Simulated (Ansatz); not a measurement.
## Rigid-band transport of added carriers in K2S (computed with Ansatz 0.2.0)

Space group Fm-3m (No. 225), 3 atoms in the cell of the first input below: a = 5.226 Å, b = 5.226 Å, c = 5.226 Å, α = 60.00°, β = 60.00°, γ = 60.00°.

The structure is a measured one, not always of the ambient phase, taken without relaxation (pressure 0.6 GPa with this functional, without spin–orbit coupling). Functional: PBE.

Spin–orbit coupling is left out. Kohn–Sham gap between the band edges found on a fine mesh: 2.40 eV.

Levels at points 0.012 Å⁻¹ about the band edges give the masses:

```yaml
crystal:
  lattice:
    - [0.0, 3.6954997636, 3.6954997636]
    - [3.6954997636, 0.0, 3.6954997636]
    - [3.6954997636, 3.6954997636, 0.0]
  atoms:
    - { symbol: K, position: [0.25, 0.25, 0.25] }
    - { symbol: K, position: [0.75, 0.75, 0.75] }
    - { symbol: S, position: [0.0, 0.0, 0.0] }
basis:
  ecutwfc: 420
  ecutrho_ratio: 4
kpoints:
  mp_grid: { grid: [8, 8, 8] }
hamiltonian:
  xc: pbe
scf:
  occupations: { method: gaussian, width: 0.05 }
output:
  forces: true
  stress: true
  eigenvalues: true
  eigenstates:
    kpoints:
      - [0.0, -0.5, -0.5]
      - [0.0, -0.492942115, -0.492942115]
      - [0.0, -0.507057885, -0.507057885]
      - [0.007057885, -0.5, -0.492942115]
      - [-0.007057885, -0.5, -0.507057885]
      - [0.007057885, -0.492942115, -0.5]
      - [-0.007057885, -0.507057885, -0.5]
      - [0.004990678, -0.495009322, -0.490018644]
      - [-0.004990678, -0.504990678, -0.509981356]
      - [0.004990678, -0.490018644, -0.495009322]
      - [-0.004990678, -0.509981356, -0.504990678]
      - [0.009981356, -0.495009322, -0.495009322]
      - [-0.009981356, -0.504990678, -0.504990678]
      - [0.008149743, -0.491850257, -0.491850257]
      - [-0.008149743, -0.508149743, -0.508149743]
      - [0.0, 0.0, 0.0]
      - [0.0, 0.007057885, 0.007057885]
      - [0.0, -0.007057885, -0.007057885]
      - [0.007057885, 0.0, 0.007057885]
      - [-0.007057885, 0.0, -0.007057885]
      - [0.007057885, 0.007057885, 0.0]
      - [-0.007057885, -0.007057885, 0.0]
      - [0.004990678, 0.004990678, 0.009981356]
      - [-0.004990678, -0.004990678, -0.009981356]
      - [0.004990678, 0.009981356, 0.004990678]
      - [-0.004990678, -0.009981356, -0.004990678]
      - [0.009981356, 0.004990678, 0.004990678]
      - [-0.009981356, -0.004990678, -0.004990678]
      - [0.008149743, 0.008149743, 0.008149743]
      - [-0.008149743, -0.008149743, -0.008149743]
    de_dk: true
    e_range: [-1.798820397563, 1.796950649322]
```

```bash
ansatz run input.yaml --threads 4 --pin off --max-ram 9216MiB --backend cpu --events-out ev --progress --plain --runs-dir out
```

Time: 2 s on 4 threads of Arm Neoverse V1, on a shared host, peak memory 0.38 GiB.

Edges at k = (0.000, -0.500, -0.500) and (0.000, 0.000, 0.000); masses in electron masses along fixed Cartesian directions (which need not be the axes of a valley), negative for hole-like bands, for at most the three nearest levels of the same spin at these k-points, within 0.3 eV:

```
      edge  band  from the edge (meV)  degeneracy      x       y       z     111
   valence     1                    0           2     -6     -18     -18     -12
   valence     2                    0           2     -6  -1.411  -1.411  -1.863
conduction     1                    0           1  0.361   0.361   0.361   0.361
```

These curvatures agree with the slopes at the same points. They hold at the edge alone, and further out the bands need not be parabolic. Degenerate bands can be warped: each is named by its order in energy along a direction and has no mass tensor of its own.

The states of the whole zone with their velocity products:

```yaml
crystal:
  lattice:
    - [0.0, 3.6954997636, 3.6954997636]
    - [3.6954997636, 0.0, 3.6954997636]
    - [3.6954997636, 3.6954997636, 0.0]
  atoms:
    - { symbol: K, position: [0.25, 0.25, 0.25] }
    - { symbol: K, position: [0.75, 0.75, 0.75] }
    - { symbol: S, position: [0.0, 0.0, 0.0] }
basis:
  ecutwfc: 420
  ecutrho_ratio: 4
kpoints:
  mp_grid: { grid: [8, 8, 8] }
hamiltonian:
  xc: pbe
scf:
  occupations: { method: gaussian, width: 0.05 }
output:
  forces: true
  stress: true
  eigenvalues: true
  states_by_energy: { minimum_broadening: 0.05 }
```

```bash
ansatz run input.yaml --threads 4 --pin off --max-ram 9216MiB --backend cpu --events-out ev --progress --plain --runs-dir out
```

Time: 60 s on 4 threads of Arm Neoverse V1, with other jobs on the host, peak memory 1 GiB.

From that table, at a constant relaxation time τ with Fermi–Dirac weights and rigid bands:

| T (K) | doping (cm⁻³) | μ − E_F (eV) | σ_xx/τ (10²⁰/Ω m s) | S_xx (μV/K) | Lorenz (10⁻⁸ V²/K²) | ħω_p,xx (eV) |
| --- | --- | --- | --- | --- | --- | --- |
| 600 | n 1e19 | 1.183 | 0.00725 | -261 | 1.88 | 0.188 |
| 600 | p 1e19 | -0.846 | 0.000188 | 745 | 1.02 | 0.030 |
| 600 | n 1e20 | 1.389 | 0.0687 | -98 | 2.14 | 0.580 |
| 600 | p 1e20 | -0.965 | 0.00188 | 547 | 1.02 | 0.096 |
| 600 | n 1e21 | 2.006 | 0.507 | -24 | 2.40 | 1.575 |
| 600 | p 1e21 | -1.087 | 0.0187 | 348 | 1.03 | 0.303 |
| 900 | n 1e19 | 1.119 | 0.00703 | -313 | 1.85 | 0.185 |
| 900 | p 1e19 | -0.642 | 0.000176 | 758 | 0.80 | 0.029 |
| 900 | n 1e20 | 1.369 | 0.0671 | -136 | 2.02 | 0.573 |
| 900 | p 1e20 | -0.821 | 0.00176 | 560 | 0.80 | 0.093 |
| 900 | n 1e21 | 1.994 | 0.499 | -38 | 2.41 | 1.563 |
| 900 | p 1e21 | -1.002 | 0.0176 | 361 | 0.81 | 0.293 |

Task: Which of the dopings listed at 600 K has the largest power factor S²σ/τ along x?

Result: n 1e19: 0.49, p 1e19: 0.1, n 1e20: 0.66, p 1e20: 0.56, n 1e21: 0.3, p 1e21: 2.3 (10¹¹ W/m K² s), so p 1e21 cm⁻³, if τ is the same for all.

Task: What conductivity mass along x follows from the plasma energy at 1e19 electrons per cm³ and 600 K, and how does it compare with the band-edge mass?

Result: (ħω_p)² = ħ² n e²/(ε0 m) gives m = 0.388, against 0.361 at the edge: the two agree within a tenth.

Caveats: melting, decomposition and changes of phase at these temperatures weren't checked; no scattering is computed, and the gap isn't corrected.

The transport contrast follows from the different character of the band edges. Electrons enter a dispersive, isotropic s-like conduction minimum, whereas holes occupy S 3p states that overlap weakly between sulfide ions separated by large K⁺ ions. The hole Seebeck coefficient barely changes with temperature, and the hole Lorenz number lies below the value for a nondegenerate parabolic band and falls further on heating. Together these suggest that thermal occupation spreads over much of a narrow band, so the edge masses alone don't describe hole transport.

The power factor peaks at p 1e21 because the holes remain nondegenerate: conductivity grows almost in proportion to their density while the Seebeck coefficient is still 348 μV/K. Electrons at the same density are degenerate, and their Seebeck coefficient collapses despite much higher conductivity. This ranking favours holes electronically but doesn't establish p-type K2S as the better thermoelectric, since such heavy carriers in a polar lattice may self-trap as small polarons, outside the rigid-band picture.
